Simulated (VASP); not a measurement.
# Fe (Fmmm) in VASP: notebook, part 2 of 2

VASP 6.6.1.

## (3) Single point, PBEsol, collinear spin, ferromagnetic start

The input, INCAR:

```
  PREC = Accurate
  ENCUT = 450
  EDIFF = 1E-6
  ISMEAR = 1
  SIGMA = 0.1
  LREAL = Auto
  LASPH = True
  NELM = 100
  ALGO = Normal
  ISIF = 2
  LWAVE = False
  LCHARG = False
  ISPIN = 2
  MAGMOM = 3
  LORBIT = 11
  LMAXMIX = 4
  GGA = PS
  NBANDS = 14
  ADDGRID = False
```

The input, KPOINTS:

```
Automatic mesh
0
Gamma
  6 6 6
```

The input, POSCAR:

```
Fe
1.0
    0.0000000000      1.9417396906      1.9651051623
    1.4984397099      0.0000000000      1.9651051623
    1.4984397099      1.9417396906      0.0000000000
Fe
1
Direct
    0.0000000000      0.0000000000      0.0000000000
```

Potentials or basis: VASP PAW PBE potentials, release 64 (Fe).

Started as:

```bash
$ cat potpaw_PBE.64/Fe/POTCAR > POTCAR
$ mpirun -np 1 vasp_std > vasp.out
```

OUTCAR:

```text
PREC = Accurate
   ENCUT = 450
   EDIFF = 1E-6
   ISMEAR = 1
   LREAL = Auto
   LASPH = True
   NELM = 100
   ISIF = 2
   ISPIN = 2
   LORBIT = 11
   GGA = PS

 Found     46 irreducible k-points:

 Following reciprocal coordinates:
            Coordinates               Weight
  0.000000  0.000000  0.000000      1.000000
  0.166667 -0.000000 -0.000000      8.000000
  0.333333 -0.000000  0.000000      8.000000
  0.500000 -0.000000 -0.000000      4.000000
  0.166667  0.166667  0.000000      2.000000
  0.333333  0.166667  0.000000      8.000000
   k-points           NKPTS =     46   k-points in BZ     NKDIM =     46   number of bands    NBANDS=     14
   number of dos      NEDOS =    301   number of ions     NIONS =      1
   total plane-waves  NPLWV =   6480
   dimension x,y,z NGX =    20 NGY =   18 NGZ =   18
   dimension x,y,z NGXF=    40 NGYF=   36 NGZF=   36
   ions per type =               1
   NGX,Y,Z   is equivalent  to a cutoff of  12.04, 12.11, 12.20 a.u.
   NGXF,Y,Z  is equivalent  to a cutoff of  24.07, 24.22, 24.40 a.u.
 SYSTEM =  unknown system
   PREC   = accura    normal or accurate (medium, high low for compatibility)
   ISTART =      0    job   : 0-new  1-cont  2-samecut
   ICHARG =      2    charge: 1-file 2-atom 10-const
   ISPIN  =      2    spin polarized calculation?
   LNONCOLLINEAR =      F non collinear calculations
   LSORBIT =      F    spin-orbit coupling
   LASPH  =      T    aspherical Exc in radial PAW
   ENCUT  =  450.0 eV  33.07 Ry    5.75 a.u.   4.78  4.27  4.24*2*pi/ulx,y,z
   NELM   =    100;   NELMIN=  2; NELMDL= -5     # of ELM steps
   EDIFF  = 0.1E-05   stopping-criterion for ELM
   LREAL  =      T    real-space projection
   EDIFFG = 0.1E-04   stopping-criterion for IOM
   NSW    =      0    number of steps for IOM
   IBRION =     -1    ionic relax: 0-MD 1-quasi-New 2-CG
   NFREE  =      0    steps in history (QN), initial steepest desc. (CG)
   ISIF   =      2    stress and relaxation
   ISYM   =      2    0-nonsym 1-usesym 2-fastsym
   POTIM  = 0.5000    time-step for ionic-motion
   TEBEG  =    0.0;   TEEND  =   0.0 temperature during run
   PSTRESS=    0.0 pullay stress
   NELECT =       8.0000    total number of electrons
   NUPDOWN=      -1.0000    fix difference up-down
   EMIN   =  10.00;   EMAX   =-10.00  energy-range for DOS
   EFERMI =   0.00;   METHOD = LEGACY
   ISMEAR =     1;   SIGMA  =   0.10  broadening in eV -4-tet -1-fermi 0-gaus
   EFERMI_NEDOS =   21; number of points for ismear=-14 and -15
   IALGO  =     38    algorithm
   IMIX   =      4    mixing-type and parameters
     AMIX     =   0.40;   BMIX     =  1.00
     AMIX_MAG =   1.60;   BMIX_MAG =  1.00
  volume/ion in A,a.u.               =      11.44        77.17
  Fermi-wavevector in a.u.,A,eV,Ry     =   1.453303  2.746344 28.736719  2.112089
  Thomas-Fermi vector in A             =   2.570585
   LORBIT       =     11    0 simple, 1 ext, 2 COOP (PROOUT), +10 PAW based schemes
   GGA     = PS    functional components
   LHFCALC =     F    Hartree Fock is set to
   AEXX    =    0.0000 exact exchange contribution
   IVDW    =     0    specifies the selected vdW correction
   LEPSILON=     F    determine dielectric tensor
   LRPA    =     F    only Hartree local field effects (RPA)
 spin polarized calculation
 Methfessel and Paxton  Order N= 1 SIGMA  =   0.10
  energy-cutoff  :      450.00
  volume of cell :       11.44
 maximum number of plane-waves:       261
   NGX =  9   NGY =  9   NGZ =  9

 number of electron       7.9999998 magnetization       2.2584733

 Free energy of the ion-electron system (eV)
  ---------------------------------------------------
  ext. energy  EPLUGINS =         0.00000000
  ---------------------------------------------------
  free energy    TOTEN  =        -8.91122283 eV

  energy without entropy =       -8.91110409  energy(sigma->0) =       -8.91118325

 E-fermi :   5.5642     XC(G=0): -13.2349

 val. band max:        5.5348076246   @ k =  -0.1667   0.1667   0.1667
 cond. band min:       5.5907541234   @ k =   0.3333   0.1667   0.1667
 fundamental gap:      0.0559464988
 Fermi energy:         5.5642169406

 spin component 1

 k-point     1 :       0.0000    0.0000    0.0000
  band No.  band energies     occupation
      1      -2.8890      1.00000
      2       3.1505      1.00000
      3       3.2428      1.00000
      4       3.5918      1.00000
      5       4.3234      1.00000
      6       4.7217      1.00000
      7      29.3793      0.00000
      8      30.8562      0.00000
      9      31.1202      0.00000
     10      35.0616      0.00000
     11      36.1147      0.00000
     12      36.3622      0.00000
     13      36.8699      0.00000
     14      36.9612      0.00000

 k-point     2 :       0.1667   -0.0000   -0.0000
  band No.  band energies     occupation
      1      -1.8161      1.00000
      2       3.1039      1.00000
      3       3.1588      1.00000
      4       3.9744      1.00000
      5       4.2147      1.00000
      6       4.6421      1.00000
      7      24.7300      0.00000
      8      28.6912      0.00000
      9      30.2626      0.00000
     10      33.0324      0.00000
     11      33.4421      0.00000
     12      34.6185      0.00000
     13      37.9771      0.00000
     14      40.5821      0.00000
[... 37 lines left out ...]
      1      -1.7453      1.00000
      2       2.8092      1.00000
      3       3.4052      1.00000
      4       3.8383      1.00000
      5       4.4550      1.00000
      6       4.6063      1.00000
      7      25.9133      0.00000
      8      28.1192      0.00000
      9      28.7804      0.00000
     10      30.7021      0.00000
     11      33.6393      0.00000
     12      36.3200      0.00000
     13      39.9200      0.00000
     14      39.9354      0.00000

 k-point     6 :       0.3333    0.1667    0.0000
  band No.  band energies     occupation
      1       0.0612      1.00000
      2       2.6090      1.00000
      3       2.8650      1.00000
      4       4.2873      1.00000
      5       4.8698      1.00000
      6       5.1297      1.00000
      7      21.0050      0.00000
      8      22.7534      0.00000
      9      27.1146      0.00000
     10      30.5575      0.00000
     11      35.1665      0.00000
     12      37.1449      0.00000
     13      40.5475      0.00000
     14      43.9529      0.00000

 [... further k-points ...]

 spin component 2

 k-point     1 :       0.0000    0.0000    0.0000
  band No.  band energies     occupation
      1      -2.6138      1.00000
      2       5.0911      1.00000
      3       5.2195      1.00001
      4       5.6939     -0.03473
      5       6.8953     -0.00000
      6       7.5002     -0.00000
      7      29.2708      0.00000
      8      30.7960      0.00000
      9      31.0906      0.00000
     10      35.4957      0.00000
     11      36.2830      0.00000
     12      37.3994      0.00000
     13      37.6318      0.00000
     14      37.7273      0.00000

 k-point     2 :       0.1667   -0.0000   -0.0000
  band No.  band energies     occupation
      1      -1.5270      1.00000
      2       5.0258      1.00000
      3       5.1064      1.00000
      4       6.0770     -0.00000
      5       6.7303     -0.00000
      6       7.3945     -0.00000
      7      25.2603      0.00000
      8      28.7895      0.00000
      9      30.5456      0.00000
     10      33.8273      0.00000
     11      34.0511      0.00000
     12      35.0655      0.00000
     13      38.3759      0.00000
     14      41.1849      0.00000
[... 37 lines left out ...]
      1      -1.4540      1.00000
      2       4.6822      1.00000
      3       5.4436      1.03540
      4       5.8697     -0.00007
      5       7.0467     -0.00000
      6       7.3064     -0.00000
      7      26.3381      0.00000
      8      28.4182      0.00000
      9      29.0049      0.00000
     10      31.5724      0.00000
     11      34.4268      0.00000
     12      36.5107      0.00000
     13      40.2260      0.00000
     14      40.4391      0.00000

 k-point     6 :       0.3333    0.1667    0.0000
  band No.  band energies     occupation
      1       0.4850      1.00000
      2       4.3821      1.00000
      3       4.7645      1.00000
      4       6.7824     -0.00000
      5       7.2255     -0.00000
      6       7.5668      0.00000
      7      21.7308      0.00000
      8      23.4006      0.00000
      9      27.7850      0.00000
     10      30.8429      0.00000
     11      35.5836      0.00000
     12      37.7042      0.00000
     13      41.1406      0.00000
     14      44.3119      0.00000

 [... further k-points ...]

------------------------ aborting loop because EDIFF is reached ----------------------------------------

  FORCE on cell =-STRESS in cart. coord.  units (eV):
  Direction    XX          YY          ZZ          XY          YZ          ZX
  --------------------------------------------------------------------------------------
  -------------------------------------------------------------------------------------
  Total       -1.1769978     -0.3445761     -0.5514794      0.0000000      0.0000000      0.0000000
  in kB     -164.9074022    -48.2780470    -77.2669511      0.0000000      0.0000000      0.0000000
  external PRESSURE =     -96.8174668 kB  Pullay stress =       0.0000000 kB

 VOLUME and BASIS-vectors are now :
 -----------------------------------------------------------------------------
  energy-cutoff  :      450.00
  volume of cell :       11.44
      direct lattice vectors                 reciprocal lattice vectors
     0.000000000  1.941739691  1.965105162    -0.333680426  0.257501045  0.254439309
     1.498439710  0.000000000  1.965105162     0.333680426 -0.257501045  0.254439309
     1.498439710  1.941739691  0.000000000     0.333680426  0.257501045 -0.254439309

 POSITION                                       TOTAL-FORCE (eV/Angst)
 -----------------------------------------------------------------------------------
      0.00000      0.00000      0.00000         0.000000      0.000000     -0.000000
 -----------------------------------------------------------------------------------
    total drift:                                0.000000     -0.000000      0.000000

  FREE ENERGIE OF THE ION-ELECTRON SYSTEM (eV)
  ---------------------------------------------------
  free  energy   TOTEN  =        -8.9112228324 eV

  energy  without entropy=       -8.9111040909  energy(sigma->0) =       -8.91118325

 total charge

# of ion       s       p       d       tot
------------------------------------------
    1        0.490   0.532   6.240   7.262

 magnetization (x)

# of ion       s       p       d       tot
------------------------------------------
    1       -0.013  -0.047   2.307   2.247
```

stdout:

```text
POSCAR found type information on POSCAR Fe
 POSCAR found :  1 types and       1 ions
 scaLAPACK will be used
 -----------------------------------------------------------------------------
|                                                                             |
|                                                                             |
|     You have a (more or less) 'small supercell' and for smaller cells       |
|     it is recommended to use the reciprocal-space projection scheme!        |
|     The real-space optimization is not efficient for small cells and it     |
|     is also less accurate ...                                               |
|     Therefore, set LREAL=.FALSE. in the INCAR file.                         |
|                                                                             |
 -----------------------------------------------------------------------------

 -----------------------------------------------------------------------------
|                                                                             |
|                                                                             |
|     You enforced a specific xc type in the INCAR file but a different       |
|     I HOPE YOU KNOW WHAT YOU ARE DOING!                                     |
|                                                                             |
 -----------------------------------------------------------------------------

 LDA part: xc-table for (Slater+PW92), standard interpolation
 POSCAR, INCAR and KPOINTS ok, starting setup
 FFT: planning ... GRIDC
 FFT: planning ... GRID_SOFT
 FFT: planning ... GRID
 WAVECAR not read
 entering main loop
```

Wall time 15 s (1 thread of Intel Xeon 6975P-C (Granite Rapids), shared host); peak memory 0.13 GiB.

The run converged, but some of its settings lie outside the range that counts as converged, so its numbers aren't taken as properties of the crystal.

Results:

| Quantity | Value |
| --- | --- |
| Free energy | -8.9112 eV |
| Pressure | -9.7 GPa |
| Band gap on the k mesh | none (metal or under the smearing width) |
| Net moment | 2.26 μB per cell |
| Site moments | Fe +2.25 μB |
| Valence electrons inside the program's atomic spheres | Fe 7.26 |

Caveat: the k mesh is coarse (spacing up to 0.52 Å⁻¹), so the values aren't converged; the PAW data sets were made with another functional, which shifts forces and pressure a little.

## (4) Single point, PBEsol, collinear spin, ferromagnetic start

Edit INCAR of step 3 so:

```diff
@@ -2,6 +2,6 @@
   ENCUT = 450
-  EDIFF = 1E-6
+  EDIFF = 0.01
   ISMEAR = 1
   SIGMA = 0.1
-  LREAL = Auto
+  LREAL = False
   LASPH = True
```

KPOINTS is that of step 3.

POSCAR is that of step 3.

Started as:

```bash
$ cat potpaw_PBE.64/Fe/POTCAR > POTCAR
$ mpirun -np 1 vasp_std > vasp.out
```

It took 4.5 s on 1 thread of Intel Xeon 6975P-C (Granite Rapids), shared host; peak memory 0.13 GiB.

The run converged, but some of its settings lie outside the range that counts as converged, so its numbers aren't taken as properties of the crystal.

What came out:

* Free energy: -8.9194 eV
* Pressure: 2.6 GPa
* Band gap on the k mesh: none (metal or under the smearing width)
* Net moment: 2.27 μB per cell
* Site moments: Fe +2.25 μB
* Valence electrons inside the program's atomic spheres: Fe 7.26

Caveat: the k mesh is coarse (spacing up to 0.52 Å⁻¹), so the values aren't converged; the PAW data sets were made with another functional, which shifts forces and pressure a little.
